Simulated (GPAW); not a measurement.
# In: relaxation of cell and atoms with PBEsol

The system is In.

```
In
1.0
    -1.62547    1.62547    2.47370
     1.62547   -1.62547    2.47370
     1.62547    1.62547   -2.47370
In
1
Cartesian
  0.0000 0.0000 0.0000
```

- Program: GPAW 26.7.0
- Task: relaxation of cell and atoms
- Functional: PBEsol
- Potentials or basis: PAW data sets generated in the run's folder for this functional
- Cutoff: 600 eV
- Basis: pw
- k mesh: 10 × 10 × 10
- Occupations: fermi-dirac, width 0.05 eV
- Spin: no spin polarisation
- Maxiter: 150
- Optimizer: BFGS
- Fmax: 0.02 eV/Å
- Max steps: 60
- Convergence: density=1e-05 forces=0.0001

```json
{
  "Relaxed volume": "25.36 Å³/atom",
  "Relaxed cell": "a = 3.299 Å, b = 3.299 Å, c = 3.299 Å, α = 120.08°, β = 120.08°, γ = 89.86°",
  "Space group after relaxing (to 0.05 Å)": "Fm-3m (No. 225)",
  "Energy gained by relaxing": "15.0 meV/atom",
  "Ionic steps": "5",
  "Pressure after relaxing": "0.0 GPa",
  "Band gap on the k mesh": "none (metal or under the smearing width)"
}
```

The path:
| step | energy change (eV) | largest force (eV/Å) | pressure (GPa) | volume (Å³) |
| --- | --- | --- | --- | --- |
| 1 | 0.0000 | 0.0000 | -1.31 | 26.14 |
| 2 | -0.0036 | 0.0000 | -0.95 | 25.90 |
| 3 | -0.0112 | 0.0000 | 0.91 | 24.89 |
| 4 | -0.0125 | 0.0000 | 0.79 | 24.95 |
| 5 | -0.0150 | 0.0000 | -0.01 | 25.36 |

Final structure:
```
In
1.0
    -1.64745    1.64745    2.33551
     1.64745   -1.64745    2.33551
     1.64745    1.64745   -2.33551
In
1
Direct
  0.00000 0.00000 0.00000
```

Levels at points of the mesh, in eV from the Fermi level:
| k point | band 4 | band 5 | band 6 | band 7 | band 8 | band 9 |
| --- | --- | --- | --- | --- | --- | --- |
| (0.00, 0.00, 0.00) | -14.23 | -14.23 | -9.70 | 10.88 | 10.88 | 10.89 |
| (0.50, 0.00, 0.50) | -14.06 | -14.05 | -4.26 | -3.48 | 8.64 | 8.69 |
| (0.50, 0.50, 0.00) | -14.01 | -14.01 | -2.27 | -1.94 | 4.12 | 4.13 |
| (0.50, 0.50, 0.50) | -14.01 | -14.01 | -2.30 | -1.98 | 4.16 | 4.16 |

Run time: 68 s on 1 thread of Arm Neoverse V2, with other jobs on the host, peak memory 0.21 GiB.

Caveat: later steps reuse the first step's grids.
